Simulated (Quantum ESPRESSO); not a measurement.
# FePt (Tetraferroplatinum) (P4/mmm) in Quantum ESPRESSO: convergence with wavefunction cutoff

Aim: find how far wavefunction cutoff must go before the results for FePt (Tetraferroplatinum) settle, at PBE. This setting moves, with any that are tied to it; all else stays.

Program: Quantum ESPRESSO 7.5. These are calculated values, not measurements. Logs are shortened: lines on timing, memory, paths and dates and some standing lists are left out, and cuts for length are marked.

## 1. The structure

The structure is tetragonal, space group P4/mmm (No. 123). The conventional cell has a = 2.724 Å, b = 2.724 Å, c = 3.720 Å, α = 90.00°, β = 90.00°, γ = 90.00°. Around Pt (site symmetry 4/mmm) lie 8 Fe at 2.68 Å and 4 Pt at 2.72 Å. Fe (site symmetry 4/mmm) has 8 Pt at 2.68 Å and 4 Fe at 2.72 Å as nearest neighbours.

## 2. With wavefunction cutoff 47 Ry

Input file pw.in:

```
&CONTROL
  calculation = 'scf'
  prefix = 'pwscf'
  outdir = './tmp'
  pseudo_dir = './pseudo'
  tprnfor = .true.
  tstress = .true.
  disk_io = 'nowf'
/
&SYSTEM
  ibrav = 0
  nat = 2
  ntyp = 2
  ecutwfc = 47
  nbnd = 28
  occupations = 'smearing'
  smearing = 'mv'
  degauss = 0.00999582
  nspin = 2
  starting_magnetization(1) = 0
  starting_magnetization(2) = 0.1875
/
&ELECTRONS
  conv_thr = 4d-10
  electron_maxstep = 120
  mixing_beta = 0.3
/
ATOMIC_SPECIES
Pt   195.0840 Pt.upf
Fe    55.8450 Fe.upf
CELL_PARAMETERS angstrom
   2.7235000000    0.0000000000    0.0000000000
   0.0000000000    2.7235000000    0.0000000000
   0.0000000000    0.0000000000    3.7200000000
ATOMIC_POSITIONS crystal
Pt     0.5000000000    0.5000000000    0.5000000000
Fe     0.0000000000    0.0000000000    0.0000000000
K_POINTS automatic
7 7 5 0 0 0
```

Potentials or basis: PseudoDojo 0.5 SR PBE stringent.

Run with:

```sh
$ OMP_NUM_THREADS=1 pw.x -in pw.in > pw.out
```

It took 33 s on 1 thread of Arm Neoverse V1, shared host; peak memory 0.06 GiB.

What came out:

| Property | Result |
| --- | --- |
| Free energy | -6961.3514 eV |
| Pressure | -571.1 GPa |
| Band gap on the k mesh | none (metal or under the smearing width) |
| Net moment | 3.12 μB per cell |
| Absolute moment | 3.26 μB per cell |
| Site moments | Pt +0.39; Fe +2.77 μB |
| Valence electrons inside the program's atomic spheres | Pt 15.77; Fe 14.63 |

## 3. With wavefunction cutoff 59 Ry

Edit pw.in of step 2 so:

```diff
@@ -13,3 +13,3 @@
   ntyp = 2
-  ecutwfc = 47
+  ecutwfc = 59
   nbnd = 28
```

Potentials or basis: PseudoDojo 0.5 SR PBE stringent.

Run with:

```sh
$ OMP_NUM_THREADS=1 pw.x -in pw.in > pw.out
```

Wall time 35 s (1 thread of Arm Neoverse V1, shared host); peak memory 0.08 GiB.

Results:

* Free energy: -6986.3172 eV
* Pressure: -294.6 GPa
* Band gap on the k mesh: none (metal or under the smearing width)
* Net moment: 3.28 μB per cell
* Absolute moment: 3.46 μB per cell
* Site moments: Pt +0.39; Fe +2.95 μB
* Valence electrons inside the program's atomic spheres: Pt 15.79; Fe 14.69

## 4. With wavefunction cutoff 71 Ry

Edit pw.in of step 3 so:

```diff
@@ -13,3 +13,3 @@
   ntyp = 2
-  ecutwfc = 59
+  ecutwfc = 71
   nbnd = 28
```

Run with:

```sh
$ OMP_NUM_THREADS=1 pw.x -in pw.in > pw.out
```

It took 55 s on 1 thread of Arm Neoverse V1, shared host; peak memory 0.09 GiB.

What came out:

| Property | Result |
| --- | --- |
| Free energy | -6996.0801 eV |
| Pressure | -122.8 GPa |
| Band gap on the k mesh | none (metal or under the smearing width) |
| Net moment | 3.33 μB per cell |
| Absolute moment | 3.52 μB per cell |
| Site moments | Pt +0.39; Fe +3.01 μB |
| Valence electrons inside the program's atomic spheres | Pt 15.79; Fe 14.72 |

## 5. With wavefunction cutoff 83 Ry

Edit pw.in of step 4 so:

```diff
@@ -13,3 +13,3 @@
   ntyp = 2
-  ecutwfc = 71
+  ecutwfc = 83
   nbnd = 28
```

Run with:

```sh
$ OMP_NUM_THREADS=1 pw.x -in pw.in > pw.out
```

It took 71 s on 1 thread of Arm Neoverse V1, shared host; peak memory 0.12 GiB.

What came out:

* Free energy: -6999.2023 eV
* Pressure: -35.3 GPa
* Band gap on the k mesh: none (metal or under the smearing width)
* Net moment: 3.32 μB per cell
* Absolute moment: 3.51 μB per cell
* Site moments: Pt +0.38; Fe +3.01 μB
* Valence electrons inside the program's atomic spheres: Pt 15.80; Fe 14.72

## 6. With wavefunction cutoff 94 Ry

Edit pw.in of step 5 so:

```diff
@@ -13,3 +13,3 @@
   ntyp = 2
-  ecutwfc = 83
+  ecutwfc = 94
   nbnd = 28
```

Potentials or basis: PseudoDojo 0.5 SR PBE stringent.

Run with:

```sh
$ OMP_NUM_THREADS=1 pw.x -in pw.in > pw.out
```

Wall time 72 s (1 thread of Arm Neoverse V1, shared host); peak memory 0.14 GiB.

The run converged. Its results:

```yaml
Free_energy: -6999.8991 eV
Pressure: -5.5 GPa
Band_gap_on_the_k_mesh: none (metal or under the smearing width)
Net_moment: 3.32 μB per cell
Absolute_moment: 3.51 μB per cell
Site_moments: Pt +0.38; Fe +3.02 μB
Valence_electrons_inside_the_program's_atomic_spheres: Pt 15.80; Fe 14.72
```

## 7. With wavefunction cutoff 106 Ry

Edit pw.in of step 6 so:

```diff
@@ -13,3 +13,3 @@
   ntyp = 2
-  ecutwfc = 94
+  ecutwfc = 106
   nbnd = 28
```

Run with:

```sh
$ OMP_NUM_THREADS=1 pw.x -in pw.in > pw.out
```

Run time: 1.8 min. Hardware: 1 thread of Arm Neoverse V1, shared host; peak memory 0.16 GiB.

The run converged. Its results:

```yaml
Free_energy: -7000.0301 eV
Pressure: 2.8 GPa
Band_gap_on_the_k_mesh: none (metal or under the smearing width)
Net_moment: 3.32 μB per cell
Absolute_moment: 3.51 μB per cell
Site_moments: Pt +0.38; Fe +3.01 μB
Valence_electrons_inside_the_program's_atomic_spheres: Pt 15.80; Fe 14.72
```

## 8. With wavefunction cutoff 118 Ry

Edit pw.in of step 7 so:

```diff
@@ -13,3 +13,3 @@
   ntyp = 2
-  ecutwfc = 106
+  ecutwfc = 118
   nbnd = 28
```

Run with:

```sh
$ OMP_NUM_THREADS=1 pw.x -in pw.in > pw.out
```

Run time: 2.2 min. Hardware: 1 thread of Arm Neoverse V1, shared host; peak memory 0.18 GiB.

It converged, with:

| Property | Result |
| --- | --- |
| Free energy | -7000.0406 eV |
| Pressure | 3.9 GPa |
| Band gap on the k mesh | none (metal or under the smearing width) |
| Net moment | 3.32 μB per cell |
| Absolute moment | 3.51 μB per cell |
| Site moments | Pt +0.38; Fe +3.01 μB |
| Valence electrons inside the program's atomic spheres | Pt 15.80; Fe 14.72 |

## 9. With wavefunction cutoff 142 Ry

Edit pw.in of step 8 so:

```diff
@@ -13,3 +13,3 @@
   ntyp = 2
-  ecutwfc = 118
+  ecutwfc = 142
   nbnd = 28
```

Potentials or basis: PseudoDojo 0.5 SR PBE stringent.

Run with:

```sh
$ OMP_NUM_THREADS=1 pw.x -in pw.in > pw.out
```

It took 2.9 min on 1 thread of Arm Neoverse V1, shared host; peak memory 0.23 GiB.

Results (log left out):

```yaml
Free_energy: -7000.0416 eV
Pressure: 3.9 GPa
Band_gap_on_the_k_mesh: none (metal or under the smearing width)
Net_moment: 3.32 μB per cell
Absolute_moment: 3.51 μB per cell
Site_moments: Pt +0.38; Fe +3.01 μB
Valence_electrons_inside_the_program's_atomic_spheres: Pt 15.80; Fe 14.72
```

## 10. With wavefunction cutoff 177 Ry

Edit pw.in of step 9 so:

```diff
@@ -13,3 +13,3 @@
   ntyp = 2
-  ecutwfc = 142
+  ecutwfc = 177
   nbnd = 28
```

Potentials or basis: PseudoDojo 0.5 SR PBE stringent.

Run with:

```sh
$ OMP_NUM_THREADS=1 pw.x -in pw.in > pw.out
```

pw.out:

```text
This program is part of the open-source Quantum ESPRESSO suite
     for quantum simulation of materials; please cite
[... 6 lines left out ...]
     using ibrav=0 with symmetry is DISCOURAGED, use correct ibrav instead

     G-vector sticks info
     --------------------
     sticks:   dense  smooth     PW     G-vecs:    dense   smooth      PW
     Sum        1481    1481    421                59115    59115    8891

     Using Slab Decomposition

     bravais-lattice index     =            0
     lattice parameter (alat)  =       5.1467  a.u.
     unit-cell volume          =     186.2063 (a.u.)^3
     number of atoms/cell      =            2
     number of atomic types    =            2
     number of electrons       =        34.00
     number of Kohn-Sham states=           28
     kinetic-energy cutoff     =     177.0000  Ry
     charge density cutoff     =     708.0000  Ry
     scf convergence threshold =      4.0E-10
     mixing beta               =       0.3000
     number of iterations used =            8  plain     mixing
     Exchange-correlation= PBE
                           (   1   4   3   4   0   0   0)

     celldm(1)=   5.146669  celldm(2)=   0.000000  celldm(3)=   0.000000
     celldm(4)=   0.000000  celldm(5)=   0.000000  celldm(6)=   0.000000

     crystal axes: (cart. coord. in units of alat)
               a(1) = (   1.000000   0.000000   0.000000 )
               a(2) = (   0.000000   1.000000   0.000000 )
               a(3) = (   0.000000   0.000000   1.365889 )

     reciprocal axes: (cart. coord. in units 2 pi/alat)
               b(1) = (  1.000000  0.000000  0.000000 )
               b(2) = (  0.000000  1.000000  0.000000 )
               b(3) = (  0.000000  0.000000  0.732124 )

     PseudoPot. # 1 for Pt read from file:
     Pt.upf
     Pseudo is Norm-conserving + core correction, Zval = 18.0
     Generated using ONCVPSP code by D. R. Hamann
     Using radial grid of 1374 points,  8 beta functions with:
                l(1) =   0
                l(2) =   0
                l(3) =   1
                l(4) =   1
                l(5) =   2
                l(6) =   2
                l(7) =   3
                l(8) =   3

     PseudoPot. # 2 for Fe read from file:
     Fe.upf
     Pseudo is Norm-conserving + core correction, Zval = 16.0
     Generated using ONCVPSP code by D. R. Hamann
     Using radial grid of 1426 points,  6 beta functions with:
                l(1) =   0
                l(2) =   0
                l(3) =   1
                l(4) =   1
                l(5) =   2
                l(6) =   2

     atomic species   valence    mass     pseudopotential
     Pt               18.00   195.08400     Pt( 1.00)
     Fe               16.00    55.84500     Fe( 1.00)

     Starting magnetic structure
     atomic species   magnetization
     Pt              0.000
     Fe              0.188

     16 Sym. Ops., with inversion, found

   Cartesian axes

     site n.     atom                  positions (alat units)
         1        Pt     tau(   1) = (   0.5000000   0.5000000   0.6829447  )
         2        Fe     tau(   2) = (   0.0000000   0.0000000   0.0000000  )

     number of k points=    30  Marzari-Vanderbilt smearing, width (Ry)=  0.0100
                       cart. coord. in units 2pi/alat
        k(    1) = (   0.0000000   0.0000000   0.0000000), wk =   0.0040816
        k(    2) = (   0.0000000   0.0000000   0.1464247), wk =   0.0081633
        k(    3) = (   0.0000000   0.0000000   0.2928495), wk =   0.0081633
        k(    4) = (   0.0000000   0.1428571   0.0000000), wk =   0.0163265
        k(    5) = (   0.0000000   0.1428571   0.1464247), wk =   0.0326531
        k(    6) = (   0.0000000   0.1428571   0.2928495), wk =   0.0326531
[... 22 lines left out ...]
        k(   29) = (   0.4285714   0.4285714   0.1464247), wk =   0.0326531
        k(   30) = (   0.4285714   0.4285714   0.2928495), wk =   0.0326531

     Dense  grid:    59115 G-vectors     FFT dimensions: (  45,  45,  60)

     Generating pointlists ...
     new r_m :   0.4055 (alat units)  2.0870 (a.u.) for type    1
     new r_m :   0.4055 (alat units)  2.0870 (a.u.) for type    2

     Initial potential from superposition of free atoms

     starting charge      33.9995, renormalised to      34.0000
     Starting wfcs are   20 randomized atomic wfcs +    8 random wfcs

     Self-consistent Calculation

     iteration #  1     ecut=   177.00 Ry     beta= 0.30
     Davidson diagonalization with overlap
     ethr =  1.00E-02,  avg # of iterations =  4.8

     total energy              =    -513.49523515 Ry
     estimated scf accuracy    <       2.47951573 Ry

     total magnetization       =     1.61 Bohr mag/cell
     absolute magnetization    =     1.71 Bohr mag/cell

     iteration #  2     ecut=   177.00 Ry     beta= 0.30
     Davidson diagonalization with overlap
     ethr =  7.29E-03,  avg # of iterations =  1.5

     total energy              =    -514.04545515 Ry
     estimated scf accuracy    <       6.63954154 Ry

     total magnetization       =     1.98 Bohr mag/cell
     absolute magnetization    =     2.05 Bohr mag/cell
[... 121 lines left out ...]
     iteration # 15     ecut=   177.00 Ry     beta= 0.30
     Davidson diagonalization with overlap
     ethr =  2.68E-12,  avg # of iterations =  2.1

     total energy              =    -514.49362832 Ry
     estimated scf accuracy    <          4.1E-10 Ry

     total magnetization       =     3.32 Bohr mag/cell
     absolute magnetization    =     3.51 Bohr mag/cell

     iteration # 16     ecut=   177.00 Ry     beta= 0.30
     Davidson diagonalization with overlap
     ethr =  1.22E-12,  avg # of iterations =  1.5

     Magnetic moment per site  (integrated on atomic sphere of radius R)
     atom   1 (R=0.406)  charge= 15.7980  magn=  0.3792
     atom   2 (R=0.406)  charge= 14.7232  magn=  3.0148

     End of self-consistent calculation

 ------ SPIN UP ------------

          k = 0.0000 0.0000 0.0000 (  7449 PWs)   bands (ev):

   -78.1805 -68.2845 -34.5176 -34.2372 -34.2372 -32.3240 -32.2084 -32.2084
    10.9793  14.2211  14.4220  17.1114  17.1114  17.6533  18.4016  18.6484
    20.0799  20.1809  20.1809  22.8472  30.3423  32.2028  32.2028  37.6425
    39.3443  40.0838  41.9723  41.9723

          k = 0.0000 0.0000 0.1464 (  7434 PWs)   bands (ev):

   -78.1804 -68.2845 -34.5140 -34.2363 -34.2363 -32.3315 -32.2094 -32.2094
    11.4638  14.4292  14.5623  17.3113  17.3113  17.4405  18.4192  18.4776
    19.7401  19.7401  19.9876  20.8801  32.8488  33.2099  33.2099  36.8882
    39.7475  40.7994  41.3815  41.3818

          k = 0.0000 0.0000 0.2928 (  7358 PWs)   bands (ev):

   -78.1804 -68.2846 -34.5081 -34.2349 -34.2349 -32.3437 -32.2110 -32.2110
    12.5695  14.7862  14.8411  17.0466  17.8898  17.8898  17.9582  18.3359
    18.6247  18.8110  18.8110  19.8143  35.6966  35.6966  35.9220  36.3087
    39.0884  39.0884  40.5101  40.6784
[... 178 lines left out ...]
   -78.1532 -68.2680 -34.4891 -34.3194 -34.3193 -32.4654 -32.4644 -32.2860
    14.1135  15.1162  15.1306  15.2998  18.4097  18.4958  18.8599  19.5066
    19.6729  20.5943  22.7428  24.6979  28.6526  29.8105  30.5992  32.4998
    32.7446  34.4265  41.0715  42.2142

          k = 0.4286 0.4286 0.2928 (  7438 PWs)   bands (ev):

   -78.1532 -68.2680 -34.4908 -34.3170 -34.3159 -32.4684 -32.4681 -32.2889
    14.6059  15.5342  15.6364  16.2399  17.1170  17.2603  18.3318  19.0131
    19.4349  20.6635  24.7759  27.1518  27.2233  28.8219  30.1827  30.2470
    31.9683  33.9121  42.6613  43.7745

 ------ SPIN DOWN ----------

          k = 0.0000 0.0000 0.0000 (  7449 PWs)   bands (ev):

   -77.9348 -64.7984 -32.0603 -31.9268 -31.9268 -30.9074 -30.7977 -30.7977
    11.0952  14.8062  14.8112  18.2541  18.2541  19.8551  19.8899  21.2872
    22.4258  22.4258  22.4519  23.0180  31.1958  32.4840  32.4840  37.4736
    40.0518  40.6422  42.0695  42.0695

          k = 0.0000 0.0000 0.1464 (  7434 PWs)   bands (ev):

   -77.9347 -64.7984 -32.0526 -31.9248 -31.9248 -30.9195 -30.7998 -30.7998
    11.5742  14.9138  14.9713  18.3777  18.3777  19.6790  19.9126  20.6814
    21.5882  21.9991  21.9991  22.3727  33.5562  33.5562  33.5578  37.1579
    40.2582  41.0791  41.5070  41.6382

          k = 0.0000 0.0000 0.2928 (  7358 PWs)   bands (ev):

   -77.9347 -64.7984 -32.0397 -31.9215 -31.9215 -30.9395 -30.8032 -30.8032
    12.6506  15.0974  15.2279  18.4779  18.6314  18.6314  19.3257  20.0140
    20.9606  21.3194  21.3194  22.2366  36.1009  36.1009  36.4096  36.8614
    39.6128  39.6128  40.5991  41.3160
[... 178 lines left out ...]
   -77.9074 -64.7796 -32.1888 -32.1882 -31.9777 -30.9196 -30.8905 -30.8903
    14.4732  15.7984  15.8232  16.3781  19.8727  20.1253  21.2801  21.5999
    22.0370  22.3373  23.9359  25.4120  29.2672  30.5142  31.3043  32.7845
    33.2621  34.6546  41.4460  42.5702

          k = 0.4286 0.4286 0.2928 (  7438 PWs)   bands (ev):

   -77.9074 -64.7796 -32.1845 -32.1821 -31.9826 -30.9199 -30.8971 -30.8951
    14.8203  15.8448  15.9741  17.8720  19.2006  19.2402  19.9181  21.3653
    21.5920  22.3211  25.7982  27.8334  27.9110  29.9275  30.5510  30.7025
    32.5625  34.3305  42.9371  44.0198

     the Fermi energy is    20.6301 ev

!    total energy              =    -514.49362832 Ry
     estimated scf accuracy    <          2.6E-11 Ry
     smearing contrib. (-TS)   =      -0.00022767 Ry
     internal energy E=F+TS    =    -514.49340065 Ry

     The total energy is F=E-TS. E is the sum of the following terms:
     one-electron contribution =    -166.34888335 Ry
     hartree contribution      =     104.87891715 Ry
     xc contribution           =     -84.04741874 Ry
     ewald contribution        =    -368.97601571 Ry

     total magnetization       =     3.32 Bohr mag/cell
     absolute magnetization    =     3.51 Bohr mag/cell

     convergence has been achieved in  16 iterations

     Forces acting on atoms (cartesian axes, Ry/au):

     atom    1 type  1   force =     0.00000000    0.00000000    0.00000000
     atom    2 type  2   force =     0.00000000    0.00000000    0.00000000

     Total force =     0.000000     Total SCF correction =     0.000000

     Computing stress (Cartesian axis) and pressure

          total   stress  (Ry/bohr**3)                   (kbar)     P=       39.40
   0.00027423   0.00000000   0.00000000           40.34        0.00        0.00
   0.00000000   0.00027423   0.00000000            0.00       40.34        0.00
   0.00000000   0.00000000   0.00025512            0.00        0.00       37.53

=------------------------------------------------------------------------------=
   JOB DONE.
=------------------------------------------------------------------------------=
```

It took 4 min on 1 thread of Arm Neoverse V1, shared host; peak memory 0.31 GiB.

Results:

```yaml
Free_energy: -7000.0424 eV
Pressure: 3.9 GPa
Band_gap_on_the_k_mesh: none (metal or under the smearing width)
Net_moment: 3.32 μB per cell
Absolute_moment: 3.51 μB per cell
Site_moments: Pt +0.38; Fe +3.01 μB
Valence_electrons_inside_the_program's_atomic_spheres: Pt 15.80; Fe 14.72
```

## 11. Summary

| wavefunction cutoff | energy less the tightest run, at zero smearing (meV/atom) | pressure (GPa) | absolute moment (μB) | SCF cycles | CPU time (s) | peak memory (GiB) |
| --- | --- | --- | --- | --- | --- | --- |
| 47 Ry | 19345.51 | -571.06 | 3.26 | 16 | 33 | 0.06 |
| 59 Ry | 6862.59 | -294.62 | 3.46 | 14 | 35 | 0.08 |
| 71 Ry | 1981.18 | -122.78 | 3.52 | 14 | 55 | 0.09 |
| 83 Ry | 420.07 | -35.33 | 3.51 | 15 | 71 | 0.12 |
| 94 Ry | 71.65 | -5.53 | 3.51 | 15 | 72 | 0.14 |
| 106 Ry | 6.16 | 2.81 | 3.51 | 15 | 110 | 0.16 |
| 118 Ry | 0.91 | 3.91 | 3.51 | 16 | 130 | 0.18 |
| 142 Ry | 0.39 | 3.93 | 3.51 | 16 | 180 | 0.23 |
| 177 Ry | 0.00 | 3.94 | 3.51 | 16 | 240 | 0.31 |

Against the tightest run, the energy stays within 1 meV/atom from 118 Ry on; the pressure stays within 0.1 GPa from 118 Ry on; the absolute moment stays within 0.02 μB from 71 Ry on. The tightest run that finished is the yardstick and may itself not be fully converged.
